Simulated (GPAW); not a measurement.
# Fe3Ge: energy against volume and a worked fit

The structure is cubic, space group Fm-3m (No. 225). The conventional cell has a = 5.751 Å, b = 5.751 Å, c = 5.751 Å, α = 90.00°, β = 90.00°, γ = 90.00°. Ge (site symmetry m-3m) has 8 Fe at 2.49 Å as nearest neighbours. Around Fe (site symmetry -43m) lie 4 Ge at 2.49 Å and 4 Fe at 2.49 Å. Fe (site symmetry m-3m) is surrounded by 8 Fe at 2.49 Å.

The cell comes from a database or a generator and needn't be the stable form of this composition.

The cell was scaled at fixed shape and fractions and run with GPAW, PAW data sets generated for this functional, cutoff 600 eV; PBEsol, k mesh 8 × 8 × 8 on the cell of 4 atoms, fermi-dirac occupations of 0.05 eV, collinear spin, ferromagnetic start, no spin-orbit coupling. Energies are those that the program minimises, any entropy of the smearing included. For a metal such a mesh isn't converged to the digits shown. The magnetic state is the one that the start led to, which needn't be the lowest.

```csv
V (Å³/atom),energy over the lowest row (meV/atom)
11.1758,0.00
11.4135,0.04
11.6513,6.56
11.8891,17.93
12.1269,?
12.3647,51.59
12.6024,73.83
```

Fit the third-order Birch-Murnaghan form, give V0, B0 and B′, and predict the energy left open.

With y = (V0/V)^(2/3), E = E0 + (9 V0 B0/16) [(y - 1)³ B′ + (y - 1)² (6 - 4y)]. Least squares through the rows shown give V0 = 11.2776 Å³/atom, E0 = -0.70 meV, B0 = 202.8 GPa (1 eV/Å³ = 160.218 GPa) and B′ = 6.53, with a largest miss of 0.30 meV, so B0 and B′ are loose. At V = 12.1269 the form with these constants gives 33.01 meV; the run gave 32.86 meV an atom.
